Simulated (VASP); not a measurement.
A run of VASP 6.6.1 is set up as follows.

Contents of INCAR:

```
PREC = Accurate
ENCUT = 600
EDIFF = 1E-6
ISMEAR = 1
SIGMA = 0.1
LREAL = F
LASPH = T
NELM = 80
ALGO = Normal
ISIF = 3
LWAVE = F
LCHARG = F
GGA = PS
IBRION = 2
NSW = 90
EDIFFG = -0.01
```

Contents of KPOINTS:

```
Automatic mesh
0
Gamma
  16 16 16
```

File POSCAR:

```
Se
1.0
   -1.7034486149      1.7034486149      1.7034486149
    1.7034486149     -1.7034486149      1.7034486149
    1.7034486149      1.7034486149     -1.7034486149
Se
1
Direct
    0.0000000000      0.0000000000      0.0000000000
```

Potentials or basis: VASP PAW PBE potentials, release 64 (Se).

The run is started by

```bash
$ cat potpaw_PBE.64/Se/POTCAR > POTCAR
$ mpirun -np 1 vasp_std > vasp.out
```

Task: What does it give for the band gap on the k mesh?

Result: None (metal or under the smearing width).

Task: What does it give for the relaxed volume?

Result: 19.26 Å³/atom.

Task: Estimate the space group after relaxing (to 0.05 Å).

Result: Im-3m (No. 229).

Task: Estimate the relaxed cell.

Result: a = 2.925 Å, b = 2.925 Å, c = 2.925 Å, α = 109.47°, β = 109.47°, γ = 109.47°.

Step by step:
| step | energy change (eV) | largest force (eV/Å) | pressure (GPa) | volume (Å³) |
| --- | --- | --- | --- | --- |
| 1 | 0.0000 | 0.0000 | -2.16 | 19.77 |
| 2 | -0.0028 | 0.0000 | 1.09 | 19.02 |
| 3 | -0.0036 | 0.0000 | 0.00 | 19.26 |

Caveat: the PAW data sets were made with another functional, which shifts forces and pressure a little.
